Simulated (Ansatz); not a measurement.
A calculation with Ansatz 0.2.0 of Zn (native input, structure typed inline):

File input.yaml:

```yaml
crystal:
  lattice:
    - [2.5586182, 0.0, 0.0]
    - [-1.2793091, 2.2158283598, 0.0]
    - [0.0, 0.0, 4.7588382]
  atoms:
    - { symbol: Zn, position: [0.6666666667, 0.3333333333, 0.75] }
    - { symbol: Zn, position: [0.3333333333, 0.6666666667, 0.25] }
hamiltonian:
  xc: blyp
  pseudopotentials: { kind: paw, source: jth }
  dispersion: d4
kpoints:
  mp_grid: { grid: [11, 11, 6] }
  band_path:
    path:
      - [[0.0, 0.0, 0.0], [0.5, 0.0, 0.0], [0.3333333333, 0.3333333333, 0.0], [0.0, 0.0, 0.0], [0.0, 0.0, 0.5], [0.5, 0.0, 0.5], [0.3333333333, 0.3333333333, 0.5], [0.0, 0.0, 0.5]]
      - [[0.5, 0.0, 0.5], [0.5, 0.0, 0.0]]
      - [[0.3333333333, 0.3333333333, 0.0], [0.3333333333, 0.3333333333, 0.5]]
    npoints: 14
scf:
  occupations: { method: tetrahedron }
  n_extra_bands: 6
output:
  forces: true
  stress: true
  fatbands: true
```

Potentials or basis: JTH PAW.

The run is started by

```bash
$ ansatz run input.yaml --threads 2 --pin off --max-ram 5120MiB --backend cpu --events-out ev --progress --plain --runs-dir out
```

The cell isn't the ideal one: volume scaled by 0.88.

Q: Write the same calculation in another form: ASE script, structure from a P1 CIF.

A: As run:

The input run.py:

```python
import json

import ase.io
import numpy as np

import ansatz as az

atoms = ase.io.read("Zn.cif")
atoms.info.pop("occupancy", None)

calculation = (
    az.Crystal.from_ase(atoms)
    .calculation()
    .kpoints(11, 11, 6)
    .functional("blyp", dispersion="d4")
    .pseudopotentials(kind="paw", source="jth")
    .scf(extra_bands=6)
    .occupations(method="tetrahedron")
    .band_structure(path=(((0.0, 0.0, 0.0), (0.5, 0.0, 0.0), (0.3333333333, 0.3333333333, 0.0), (0.0, 0.0, 0.0),
        (0.0, 0.0, 0.5), (0.5, 0.0, 0.5), (0.3333333333, 0.3333333333, 0.5), (0.0, 0.0, 0.5)), ((0.5, 0.0, 0.5),
        (0.5, 0.0, 0.0)), ((0.3333333333, 0.3333333333, 0.0), (0.3333333333, 0.3333333333, 0.5))), intervals=14)
    .fat_bands()
    .forces()
    .stress()
)
outcome = calculation.run(threads=2, events_out="events.jsonl")

report = outcome.report
for line in open("events.jsonl"):
    event = json.loads(line)
    if event["event"] == "scf_iter":
        d = event["data"]
        print(f"SCF {d['iter']:3d}  HF = {d['harris_foulkes_ev']:.6f} eV  dr2 = {d['dr2_ev']:.2e} eV")
    elif event["event"] in ("relax_step", "md_step"):
        d = event["data"]
        print(f"{event['event']} {d['step']:3d}  E = {d['lagrangian_ev']:.6f} eV")
np.set_printoptions(precision=5, suppress=True, linewidth=110)
print("converged:", report["converged"], "after", report["n_iterations"], "iterations")
print(f"free energy {report['free_energy_ev']:.6f} eV, Fermi level {report['fermi_energy_ev']:.4f} eV")
for key in ("band_edges_ev", "magnetization_mub", "site_moments_mub", "site_moments_nc_mub", "forces_ev_ang",
                "stress_gpa"):
    if report.get(key) is not None:
        print(key, np.array(report[key]), sep="\n")
```

Contents of Zn.cif:

```cif
data_Zn
_cell_length_a 2.55861820
_cell_length_b 2.55861820
_cell_length_c 4.75883820
_cell_angle_alpha 90.00000000
_cell_angle_beta 90.00000000
_cell_angle_gamma 120.00000000
_space_group_name_H-M_alt 'P1'
_space_group_name_Hall 'P 1'
_space_group_IT_number 1
loop_
_space_group_symop_operation_xyz
'x,y,z'
loop_
_atom_site_label
_atom_site_type_symbol
_atom_site_symmetry_multiplicity
_atom_site_Wyckoff_symbol
_atom_site_fract_x
_atom_site_fract_y
_atom_site_fract_z
_atom_site_occupancy
Zn1 Zn 1 a 0.6666666667 0.3333333333 0.7500000000 1
Zn2 Zn 1 a 0.3333333333 0.6666666667 0.2500000000 1
```

Potentials or basis: JTH PAW.

Launch:

```sh
$ python run.py
```

Both were run:

|  | native input, structure typed inline | ASE script, structure from a P1 CIF |
| --- | --- | --- |
| Pressure | 10.5 GPa | 10.5 GPa |
| Band gap on the k mesh | none (metal or under the smearing width) | none (metal or under the smearing width) |

Keys that steer only the numerical path or the files written may differ.

Caveat: the potentials were made for another functional, which shifts forces and pressure; pairwise dispersion overbinds metals, which lowers pressure and volume; with tetrahedron occupations forces and stress needn't match the slope of the energy.
